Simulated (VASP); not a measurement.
Crystal: TiAl.

```
CELL_PARAMETERS angstrom
2.86726 0.00000 0.00000
-1.43363 2.48312 0.00000
0.00000 0.00000 4.67808
ATOMIC_POSITIONS crystal
Ti 0.00000 0.00000 0.00000
Al 0.33333 0.66667 0.50000
```

The cell comes from a database or a generator and needn't be the stable form of this composition.

| Item | Value |
| --- | --- |
| Program | VASP 6.6.1 |
| Task | relaxation of cell and atoms |
| Functional | PBEsol |
| Potentials or basis | VASP PAW PBE potentials, release 64 (Ti_sv, Al) |
| Cutoff | 600 eV |
| k mesh | 18 × 18 × 10 |
| Occupations | gaussian, width 0.1 eV |
| Spin | no spin polarisation |

At the start: pressure -2.9 GPa; volume 16.65 Å³/atom.

Question: Where does the relaxation end?

Answer: Over 27 steps the energy falls by 4.2 meV/atom and the volume is 16.22 Å³/atom (-2.6 %); space group P-6m2 (No. 187, to 0.05 Å).

The path:
| step | energy change (eV) | largest force (eV/Å) | pressure (GPa) | volume (Å³) |
| --- | --- | --- | --- | --- |
| 1 | 0.0000 | 0.0000 | -2.89 | 33.31 |
| 2 | -0.0049 | 0.0000 | 1.84 | 31.88 |
| 3 | -0.0084 | 0.0000 | 0.00 | 32.43 |
| 4 | -0.0084 | 0.0000 | 0.02 | 32.42 |
| 5 | -0.0084 | 0.0000 | 0.06 | 32.42 |
| 6 | -0.0084 | 0.0000 | 0.05 | 32.43 |
| 7 | -0.0084 | 0.0000 | 0.02 | 32.43 |
| 8 | -0.0084 | 0.0000 | 0.03 | 32.42 |
| 9 | -0.0084 | 0.0000 | 0.03 | 32.43 |
| 10 | -0.0084 | 0.0000 | 0.03 | 32.43 |
| 11 | -0.0084 | 0.0000 | 0.03 | 32.44 |
| 12 | -0.0084 | 0.0000 | -0.15 | 32.50 |
| 13 | -0.0084 | 0.0000 | -0.10 | 32.45 |
| 14 | -0.0084 | 0.0000 | -0.07 | 32.45 |
| 15 | -0.0084 | 0.0000 | -0.04 | 32.44 |
| 16 | -0.0084 | 0.0000 | -0.02 | 32.43 |
| 17 | -0.0084 | 0.0000 | 0.03 | 32.42 |
| 18 | -0.0084 | 0.0000 | 0.05 | 32.43 |
| 19 | -0.0084 | 0.0000 | 0.05 | 32.43 |
| 20 | -0.0084 | 0.0000 | 0.03 | 32.43 |
| 21 | -0.0084 | 0.0000 | 0.02 | 32.44 |
| 22 | -0.0084 | 0.0000 | -0.06 | 32.47 |
| 23 | -0.0084 | 0.0000 | -0.08 | 32.45 |
| 24 | -0.0084 | 0.0000 | -0.05 | 32.44 |
| 25 | -0.0084 | 0.0000 | -0.02 | 32.44 |
| 26 | -0.0084 | 0.0000 | -0.03 | 32.44 |
| 27 | -0.0084 | 0.0000 | 0.00 | 32.43 |

Final structure:
```
Ti Al
1.0
     2.84671    0.00000    0.00000
    -1.42335    2.46532    0.00000
     0.00000    0.00000    4.62119
Ti Al
1 1
Cartesian
  0.0000 0.0000 0.0000
  0.0000 1.6435 2.3106
```

Caveat: the PAW data sets were made with another functional, which shifts forces and pressure a little.
